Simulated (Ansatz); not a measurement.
# A film clamped to a substrate in SiC

Computed with Ansatz 0.2.0, DFT r2SCAN, scalar-relativistic, plane waves, PAW. Cutoff 500 eV, Γ-centred 12×12×6 k-points, Gaussian smearing of 0.05 eV. No spin polarisation. Energies are free energies at this smearing, counted from the undisturbed cell; pressure is positive in compression.

The starting cell (relaxed at this level):

```xyz
4
Lattice="3.0752 0.0000 0.0000 -1.5376 2.6632 0.0000 0.0000 0.0000 5.0482" Properties=species:S:1:pos:R:3 pbc="T T T"
Si    0.0000    1.7755    0.0232
Si    1.5376    0.8877    2.5473
C     0.0000    1.7755    1.9203
C     1.5376    0.8877    4.4444
```

The cell (4 atoms, V0 = 41.34 Å³) is strained by p along both x and y and by q along z, fractional coordinates fixed. τp = (1/V0) ∂E/∂p = (σxx + σyy)(1 + p)(1 + q) and τq = (1/V0) ∂E/∂q = σzz(1 + p)², with tension positive.

```csv
p,q,ΔE (meV/atom),τp (GPa),τq (GPa)
0.000,0.000,0.00,-0.06,-0.01
-0.040,0.000,75.91,-61.99,-3.04
0.040,0.000,60.91,44.75,2.18
0.000,-0.040,34.74,-2.89,-28.30
0.000,0.040,28.34,2.26,20.90
```

Get the second derivatives of the energy density.

Central differences give A = ∂τp/∂p = 1334 GPa (C11 + C22 + 2 C12), C = ∂τq/∂q = 615 GPa (C33) and the cross term B = ∂τq/∂p = 65 GPa (C13 + C23); ∂τp/∂q = 64 GPa must equal B, and any difference shows higher-order terms. Steps this large leave an error of some per cent of A or C in all of these, which can swamp a small B. The ions are clamped.

A film of this crystal grows with z along the normal on a substrate that imposes p. How does its thickness respond, and what does the misfit cost?

Count p and q from the stress-free cell. A free surface needs τq = 0, so q = −(B/C) p = -0.11 p. The energy density left is (A − B²/C) p²/2 = M p², with the biaxial modulus M = 664 GPa; a misfit of 1 % costs 4.28 meV/atom, against 4.30 meV/atom if the thickness were held.

At p = 0.080 the energies along q are 346.4 (q = -0.080), 242.6 (q = -0.040), 219.4 (q = 0.000), 256.2 (q = 0.040), 336.8 (q = 0.080) meV/atom.

Does the linear rule hold at this misfit?

A parabola through the lowest point and its neighbours has its minimum at q = -0.005, 219.0 meV/atom. With the stress left in the starting cell, τp0 and τq0, linear elasticity gives q = −(τq0 + Bp)/C = -0.008 and E = V0(τp0 p + τq0 q + Ap²/2 + Bpq + Cq²/2)/N = 273.7 meV/atom. The energies differ by more than a tenth, so the quadratic law fails here: the gap holds the anharmonic part, with some error from the wide steps. Cubic terms also shift the vertex of so wide a parabola.

Forces appear on the atoms along this scan, and letting them relax would lower the energy and soften the response.

The film keeps its thickness almost unchanged, and nearly all of the misfit energy is in-plane. This is typical of a stiff sp3 network with partly ionic Si–C bonds, where strong resistance to bond-angle distortion keeps the transverse coupling small. Letting the surface go stress-free therefore recovers little energy, even at p = 0.080.

For both strain directions, compression costs more than equal extension, because short-range repulsion steepens as the bonds shorten while their restoring force weakens on stretching. The same asymmetry explains why the quadratic law overestimates the energy at large tensile misfit; under comparable compression it would probably underestimate it.

The thickness response itself is probably too small. In a wurtzite lattice, the internal shift between the Si and C sublattices lets bond angles take up strain that would otherwise change bond lengths, which usually lowers the axial stiffness but raises C13. The calculation supports a low elastic coupling between plane and normal, but doesn't show at what thickness misfit dislocations would relieve the strain.
